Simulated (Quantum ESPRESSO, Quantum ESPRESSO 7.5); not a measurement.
**2H-WSe2, 1 layer: a series in biaxial strain**

Wanted: a table for 2H-WSe2, 1 layer against biaxial strain, and what can be fitted to it.

Method: plane-wave DFT, PBE, GBRV ultrasoft pseudopotentials, in Quantum ESPRESSO 7.5.

## 1. Starting point

The cell holds 3 atoms: 2 Se and 1 W. Cell: a = 3.320 Å, b = 3.320 Å, c = 18.740 Å, α = 90.0°, β = 90.0°, γ = 120.0°. It derives from WSe2. Vacuum lies along c.

Set-up: Cell and atoms are first relaxed; each strained cell is then held and the atoms relax in it. A periodic run with 15 Å of vacuum in the starting cell gives the vacuum levels, and bands follow along a path. The bands are repeated with spin-orbit coupling and fully relativistic files.

Members -2, -1, 0, 1 and 2 took the same steps and show in the table alone.

## 2. Relaxing cell and ions of the reference

What the set-up leaves free in this member is relaxed.

Input file ref.relax.in:

```
&control
  prefix = 'ref.relax'
  outdir = './out'
  pseudo_dir = './pseudo'
  nstep = 80
  forc_conv_thr = 0.0004
  calculation = 'vc-relax'
  etot_conv_thr = 1e-06
/
&system
  ibrav = 0
  nat = 3
  ntyp = 2
  ecutwfc = 50
  ecutrho = 250
  occupations = 'smearing'
  smearing = 'fd'
  degauss = 0.004
/
&electrons
  conv_thr = 1e-09
  mixing_beta = 0.4
  electron_maxstep = 120
  mixing_mode = 'plain'
/
&ions
/
&cell
  cell_dofree = '2Dxy'
  press_conv_thr = 0.3
/
ATOMIC_SPECIES
  Se  78.9710  se_pbe_v1.uspp.F.UPF
  W   183.8400  w_pbe_v1.2.uspp.F.UPF
CELL_PARAMETERS angstrom
  3.32000000000000 0.00000000000000 0.00000000000000
  -1.66000000000000 2.87520434056434 0.00000000000000
  0.00000000000000 0.00000000000000 18.74034793390490
ATOMIC_POSITIONS crystal
  Se  0.333333333300 0.666666666700 0.400206016796
  W   0.000000000000 0.000000000000 0.500000000000
  Se  0.333333333300 0.666666666700 0.599793983204
K_POINTS automatic
  12 12 1 0 0 0
```

Command:

```
$ OMP_NUM_THREADS=1 mpirun -n 4 pw.x -nk 4 -in ref.relax.in > ref.relax.out
```

The log of the run:

```text
Program PWSCF v.7.5 starts
[citation notice left out]

     Parallel version (MPI & OpenMP), running on       4 processor cores
     Number of MPI processes:                 4
     Threads/MPI process:                     1

     MPI processes distributed on     1 nodes
[...]
Current dimensions of program PWSCF are:
     Max number of different atomic species (ntypx) = 10
     Max number of k-points (npk) =  40000
     Max angular momentum in pseudopotentials (lmaxx) =  4
     Message from routine setup:
     using ibrav=0 with symmetry is DISCOURAGED, use correct ibrav instead

     K-points division:     npool     =       4
     Subspace diagonalization in iterative solution of the eigenvalue problem:
     a serial algorithm will be used

     G-vector sticks info
     --------------------
     sticks:   dense  smooth     PW     G-vecs:    dense   smooth      PW
     Sum         673     547    163                80543    57621    9501

     Using Slab Decomposition

     bravais-lattice index     =            0
     lattice parameter (alat)  =       6.2739  a.u.
     unit-cell volume          =    1207.2051 (a.u.)^3
     number of atoms/cell      =            3
     number of atomic types    =            2
     number of electrons       =        26.00
     number of Kohn-Sham states=           17
     kinetic-energy cutoff     =      50.0000  Ry
     charge density cutoff     =     250.0000  Ry
     scf convergence threshold =      1.0E-09
     mixing beta               =       0.4000
     number of iterations used =            8  plain     mixing
     energy convergence thresh.=      1.0E-06
     force convergence thresh. =      4.0E-04
     press convergence thresh. =      3.0E-01
     Exchange-correlation= SLA  PW   PBE  PBE
                           (   1   4   3   4   0   0   0)
     nstep                     =           80

     celldm(1)=   6.273891  celldm(2)=   0.000000  celldm(3)=   0.000000
     celldm(4)=   0.000000  celldm(5)=   0.000000  celldm(6)=   0.000000

     crystal axes: (cart. coord. in units of alat)
               a(1) = (   1.000000   0.000000   0.000000 )
               a(2) = (  -0.500000   0.866025   0.000000 )
               a(3) = (   0.000000   0.000000   5.644683 )

     reciprocal axes: (cart. coord. in units 2 pi/alat)
               b(1) = (  1.000000  0.577350 -0.000000 )
               b(2) = (  0.000000  1.154701  0.000000 )
               b(3) = (  0.000000 -0.000000  0.177158 )

     PseudoPot. # 1 for Se read from file:
     ./pseudo/se_pbe_v1.uspp.F.UPF
     Pseudo is Ultrasoft + core correction, Zval =  6.0
     Generated by new atomic code, or converted to UPF format
     Using radial grid of  877 points,  6 beta functions with:
                l(1) =   0
                l(2) =   0
                l(3) =   1
                l(4) =   1
                l(5) =   2
                l(6) =   2
     Q(r) pseudized with  8 coefficients,  rinner =    1.300   1.300   1.300
                                                       1.300   1.300

     PseudoPot. # 2 for W  read from file:
     ./pseudo/w_pbe_v1.2.uspp.F.UPF
     Pseudo is Ultrasoft + core correction, Zval = 14.0
     Generated by new atomic code, or converted to UPF format
     Using radial grid of  923 points,  8 beta functions with:
                l(1) =   0
                l(2) =   0
                l(3) =   0
                l(4) =   1
                l(5) =   1
                l(6) =   2
                l(7) =   2
                l(8) =   3
     Q(r) pseudized with  6 coefficients,  rinner =    1.350   1.350   1.350
                                                       1.350   1.350   1.350
                                                       1.350

     atomic species   valence    mass     pseudopotential
     Se                6.00    78.97100     Se( 1.00)
     W                14.00   183.84000     W ( 1.00)

     12 Sym. Ops. (no inversion) found

   Cartesian axes

     site n.     atom                  positions (alat units)
         1        Se     tau(   1) = (  -0.0000000   0.5773503   2.2590361  )
         2        W      tau(   2) = (   0.0000000   0.0000000   2.8223416  )
         3        Se     tau(   3) = (  -0.0000000   0.5773503   3.3856470  )

     number of k points=    19  Fermi-Dirac smearing, width (Ry)=  0.0040
                       cart. coord. in units 2pi/alat
        k(    1) = (   0.0000000   0.0000000   0.0000000), wk =   0.0138889
        k(    2) = (   0.0000000   0.0962250   0.0000000), wk =   0.0833333
        k(    3) = (   0.0000000   0.1924501   0.0000000), wk =   0.0833333
        k(    4) = (   0.0000000   0.2886751   0.0000000), wk =   0.0833333
        k(    5) = (   0.0000000   0.3849002   0.0000000), wk =   0.0833333
        k(    6) = (   0.0000000   0.4811252   0.0000000), wk =   0.0833333
        k(    7) = (   0.0000000  -0.5773503   0.0000000), wk =   0.0416667
        k(    8) = (   0.0833333   0.1443376   0.0000000), wk =   0.0833333
        k(    9) = (   0.0833333   0.2405626   0.0000000), wk =   0.1666667
        k(   10) = (   0.0833333   0.3367877   0.0000000), wk =   0.1666667
[...]
k(   19) = (   0.3333333   0.5773503   0.0000000), wk =   0.0277778

     Dense  grid:    80543 G-vectors     FFT dimensions: (  32,  32, 180)

     Smooth grid:    57621 G-vectors     FFT dimensions: (  30,  30, 160)

     Estimated max dynamical RAM per process >     203.55 MB

     Estimated total dynamical RAM >     755.20 MB

     Check: negative core charge=   -0.000001

     Initial potential from superposition of free atoms

     starting charge      25.8995, renormalised to      26.0000

     negative rho (up, down):  6.201E-02 0.000E+00
     Starting wfcs are   21 randomized atomic wfcs

     total cpu time spent up to now is        2.8 secs

     per-process dynamical memory:    74.8 Mb

     Self-consistent Calculation

     iteration #  1     ecut=    50.00 Ry     beta= 0.40
     Davidson diagonalization with overlap
     ethr =  1.00E-02,  avg # of iterations =  2.0

     Threshold (ethr) on eigenvalues was too large:
     Diagonalizing with lowered threshold

     Davidson diagonalization with overlap
     ethr =  2.67E-04,  avg # of iterations =  1.9

     negative rho (up, down):  6.320E-02 0.000E+00

     total cpu time spent up to now is        7.2 secs

     total energy              =    -246.42280072 Ry
     estimated scf accuracy    <       0.08369507 Ry

     iteration #  2     ecut=    50.00 Ry     beta= 0.40
[...]
Se               0.3333333333        0.6666666667        0.5940221683

[...]
NEW-OLD atomic charge density approx. for the potential
     New effective cutoffs (rho, wfc):  254.05   50.89

     negative rho (up, down):  6.537E-02 0.000E+00

     total cpu time spent up to now is       62.9 secs

     per-process dynamical memory:    80.8 Mb

     Self-consistent Calculation

     iteration #  1     ecut=    50.00 Ry     beta= 0.40
     Davidson diagonalization with overlap
     ethr =  1.00E-06,  avg # of iterations =  8.6

     negative rho (up, down):  6.535E-02 0.000E+00

     total cpu time spent up to now is       67.7 secs

     total energy              =    -246.46227370 Ry
     estimated scf accuracy    <       0.00268569 Ry

[...]
iteration #  8     ecut=    50.00 Ry     beta= 0.40
[...]
negative rho (up, down):  6.530E-02 0.000E+00

[...]
End of self-consistent calculation

[...]
the Fermi energy is     1.1717 ev

!    total energy              =    -246.46329662 Ry
     estimated scf accuracy    <          4.5E-10 Ry
     smearing contrib. (-TS)   =      -0.00000002 Ry
     internal energy E=F+TS    =    -246.46329660 Ry

     The total energy is F=E-TS. E is the sum of the following terms:
     one-electron contribution =    -894.84654090 Ry
     hartree contribution      =     448.28294987 Ry
     xc contribution           =    -100.59673018 Ry
     ewald contribution        =     300.69702461 Ry

     convergence has been achieved in   8 iterations

     negative rho (up, down):  6.530E-02 0.000E+00

     Forces acting on atoms (cartesian axes, Ry/au):

     atom    1 type  1   force =     0.00000000    0.00000000    0.04308342
     atom    2 type  2   force =     0.00000000    0.00000000    0.00000000
     atom    3 type  1   force =     0.00000000    0.00000000   -0.04308342

     Total force =     0.060929     Total SCF correction =     0.000042

     Computing stress (Cartesian axis) and pressure

     negative rho (up, down):  6.530E-02 0.000E+00
          total   stress  (Ry/bohr**3)                   (kbar)     P=      -15.88
  -0.00003910   0.00000000   0.00000000           -5.75        0.00        0.00
   0.00000000  -0.00003910   0.00000000            0.00       -5.75        0.00
  -0.00000000   0.00000000  -0.00024558           -0.00        0.00      -36.13

     Energy error            =      1.3E-02 Ry
     Gradient error          =      4.3E-02 Ry/Bohr
     Cell gradient error     =      5.8E+00 kbar

     number of scf cycles    =   3
     number of bfgs steps    =   2

     enthalpy           old  =    -246.4498463217 Ry
     enthalpy           new  =    -246.4632966155 Ry

     CASE: enthalpy          _new < enthalpy          _old

     new trust radius        =       0.1438598986 bohr
     new conv_thr            =       0.0000000010 Ry

     new unit-cell volume =   1176.30994 a.u.^3 (   174.31115 Ang^3 )
     density =      3.25592 g/cm^3

CELL_PARAMETERS (angstrom)
   3.277241472  -0.000000000   0.000000000
  -1.638620736   2.838174369   0.000000000
   0.000000000   0.000000000  18.740347934

ATOMIC_POSITIONS (crystal)
Se               0.3333333333        0.6666666667        0.4100400497
W                0.0000000000        0.0000000000        0.5000000000
Se               0.3333333333        0.6666666667        0.5899599503

[...]
NEW-OLD atomic charge density approx. for the potential
     New effective cutoffs (rho, wfc):  255.96   51.30

     negative rho (up, down):  6.525E-02 0.000E+00

     total cpu time spent up to now is       90.2 secs

     per-process dynamical memory:    80.8 Mb

[...]
!    total energy              =    -246.46862889 Ry
[...]
Total force =     0.009416     Total SCF correction =     0.000002
[...]
number of bfgs steps    =   3
[...]
new trust radius        =       0.0210155168 bohr
[...]
!    total energy              =    -246.46904647 Ry
[...]
Total force =     0.003689     Total SCF correction =     0.000004
[...]
number of bfgs steps    =   4
[...]
new trust radius        =       0.0151503511 bohr
[...]
!    total energy              =    -246.46927540 Ry
[...]
Total force =     0.005888     Total SCF correction =     0.000000
[...]
number of bfgs steps    =   5
[...]
new trust radius        =       0.0166653862 bohr
[...]
!    total energy              =    -246.46949408 Ry
[...]
Total force =     0.005477     Total SCF correction =     0.000005
[...]
number of bfgs steps    =   6
[...]
new trust radius        =       0.0249980793 bohr
[...]
!    total energy              =    -246.46970212 Ry
[...]
Total force =     0.002837     Total SCF correction =     0.000000
[...]
number of bfgs steps    =   7
[...]
new trust radius        =       0.0142062771 bohr
[...]
!    total energy              =    -246.46973929 Ry
[...]
Total force =     0.000351     Total SCF correction =     0.000014
[...]
number of bfgs steps    =   8
[...]
new trust radius        =       0.0005029389 bohr
[...]
!    total energy              =    -246.46973945 Ry
[...]
Total force =     0.000089     Total SCF correction =     0.000001
[...]
Self-consistent Calculation

     iteration #  1     ecut=    50.00 Ry     beta= 0.40
     Davidson diagonalization with overlap
     ethr =  1.00E-06,  avg # of iterations = 12.5

     negative rho (up, down):  6.316E-02 0.000E+00

     total cpu time spent up to now is      268.5 secs

     total energy              =    -246.46016143 Ry
     estimated scf accuracy    <       0.08080018 Ry

[...]
iteration # 12     ecut=    50.00 Ry     beta= 0.40
[...]
negative rho (up, down):  6.560E-02 0.000E+00

[...]
End of self-consistent calculation

          k = 0.0000 0.0000 0.0000 (  7117 PWs)   bands (ev):

   -73.7744 -37.9945 -37.8868 -37.8868 -14.3817 -13.1540  -5.8158  -2.0106
    -2.0106  -1.8430  -0.9062  -0.9062  -0.0150   3.2207   3.2207   3.3815
     3.3815

          k = 0.0000 0.0963 0.0000 (  7135 PWs)   bands (ev):

   -73.7738 -37.9919 -37.9010 -37.8901 -14.2809 -13.1030  -5.6848  -2.3217
    -2.0775  -1.9128  -1.0787  -0.8676  -0.0474   2.9478   2.9866   3.2508
     3.3977

          k = 0.0000 0.1926 0.0000 (  7158 PWs)   bands (ev):

   -73.7722 -37.9846 -37.9397 -37.8993 -13.9923 -12.9574  -5.3209  -3.0713
    -2.5956  -1.6423  -1.4828  -1.0077  -0.2250   2.3956   2.8028   2.9550
     3.7952

          k = 0.0000 0.2888 0.0000 (  7174 PWs)   bands (ev):

   -73.7700 -37.9922 -37.9746 -37.9117 -13.5587 -12.7410  -4.8668  -3.9165
    -3.2668  -1.9336  -1.3454  -1.2719  -0.6037   2.2411   2.6805   3.0460
     4.1922

          k = 0.0000 0.3851 0.0000 (  7188 PWs)   bands (ev):

   -73.7677 -38.0441 -37.9645 -37.9241 -13.0620 -12.4994  -5.0834  -4.0820
    -3.9754  -2.3121  -1.6253  -0.9196  -0.8874   2.4454   2.5670   3.4977
     4.4691

          k = 0.0000 0.4814 0.0000 (  7210 PWs)   bands (ev):

   -73.7661 -38.0817 -37.9572 -37.9332 -12.6384 -12.3019  -5.6988  -4.5186
    -3.8744  -2.5576  -1.7725  -0.8081  -0.6939   2.6194   2.7970   3.8658
     4.6141

[...]
the Fermi energy is     1.0913 ev

!    total energy              =    -246.46973403 Ry
     estimated scf acc
[key lines of the parts left out:]
convergence has been achieved in   6 iterations
```

The job ended after 5 min (4 MPI ranks of Arm Neoverse N1, shared host; peak memory 0.92 GiB).

The steps of the relaxation:

| step | energy less that of the first step (eV) | largest force (eV/Å) | volume (Å³) |
| --- | --- | --- | --- |
| 1 | 0.0000 | 2.5026 | 178.89 |
| 2 | -0.2503 | 1.8988 | 177.26 |
| 3 | -0.4333 | 1.1077 | 175.74 |
| 4 | -0.5059 | 0.1712 | 174.31 |
| 5 | -0.5115 | 0.0671 | 175.06 |
| 6 | -0.5147 | 0.1070 | 175.83 |
| 7 | -0.5176 | 0.0996 | 176.68 |
| 8 | -0.5205 | 0.0516 | 177.97 |
| 9 | -0.5210 | 0.0064 | 178.70 |
| 10 | -0.5210 | 0.0016 | 178.69 |
| 11 | -0.5209 | 0.0016 | 178.69 |

| cell as run | before | after | change |
| --- | --- | --- | --- |
| a (Å) | 3.320 | 3.318 | -0.1 % |
| b (Å) | 3.320 | 3.318 | -0.1 % |

The atoms that moved most (Å, along periodic axes as changes of fractional coordinates times the final cell, across vacuum about the mean position):

| atom | dx | dy | dz | length |
| --- | --- | --- | --- | --- |
| Se3 | 0.000 | 0.000 | -0.190 | 0.190 |
| Se1 | 0.000 | 0.000 | 0.190 | 0.190 |

The relaxed structure:

```xyz
3
Lattice="3.3182 0.0000 0.0000 -1.6591 2.8736 0.0000 0.0000 0.0000 18.7403" Properties=species:S:1:pos:R:3
Se    0.0000    1.9157    7.6898
W     0.0000    0.0000    9.3702
Se    0.0000    1.9157   11.0506
```

 The last row is no step: it is a fresh SCF in the final cell with a new plane-wave basis, +0 meV from the row before.

Read from the output:

```
free energy  : -3353.3916 eV
Fermi energy : 1.091 eV
```

(Part 1 of 8 ends here.)

[Logs are printed without paths, hosts, clocks, repeated set-up lines and the standing remarks that a program may print on its own settings, such as how far it seeks lower states.]

[Hosts, paths, dates, database ids (printed as entryN), source tags and the programs' standing remarks are cut or masked in the printed files.]

[Maps of the electrostatic potential energy from Ansatz leave out the sawtooth potential of an applied field or a dipole correction, so their vacuum need not be flat; planar profiles and work functions include it.]
